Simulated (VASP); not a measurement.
Crystal: GePt.

```
Ge Pt
1.0
     0.00000    2.72567    2.72567
     2.72567    0.00000    2.72567
     2.72567    2.72567    0.00000
Ge Pt
1 1
Direct
  0.50000 0.50000 0.50000
  0.00000 0.00000 0.00000
```

The cell was built by a generator and needn't be a form met in nature.

```yaml
Program: VASP 6.6.1
Task: relaxation of cell and atoms
Functional: PBE
Potentials_or_basis: VASP PAW PBE potentials, release 64 (Ge_d, Pt)
Cutoff: 520 eV
k_mesh: 7 × 7 × 7
Occupations: gaussian, width 0.15 eV
Spin: no spin polarisation
```

At the start: pressure -13.6 GPa; volume 20.25 Å³/atom.

Where does the relaxation end?

Over 9 steps the energy falls by 116.0 meV/atom and the volume is 17.71 Å³/atom (-12.5 %); space group Fm-3m (No. 225, to 0.05 Å).

The path:
| step | energy change (eV) | largest force (eV/Å) | pressure (GPa) | volume (Å³) |
| --- | --- | --- | --- | --- |
| 1 | 0.0000 | 0.0000 | -13.56 | 40.50 |
| 2 | 0.0186 | 0.0000 | 22.43 | 31.26 |
| 3 | -0.2315 | 0.0000 | -1.11 | 35.54 |
| 4 | -0.2320 | 0.0000 | -1.34 | 35.30 |
| 5 | -0.1736 | 0.0000 | 7.29 | 33.24 |
| 6 | -0.2303 | 0.0000 | 2.24 | 34.96 |
| 7 | -0.2317 | 0.0000 | 1.99 | 35.17 |
| 8 | -0.2238 | 0.0000 | -3.21 | 36.19 |
| 9 | -0.2319 | 0.0000 | -0.47 | 35.42 |

Final structure:
```yaml
crystal:
  lattice:
    - [0.00000, 2.60667, 2.60667]
    - [2.60667, 0.00000, 2.60667]
    - [2.60667, 2.60667, 0.00000]
  atoms:
    - { symbol: Ge, position: [0.50000, 0.50000, 0.50000] }
    - { symbol: Pt, position: [0.00000, 0.00000, 0.00000] }
```
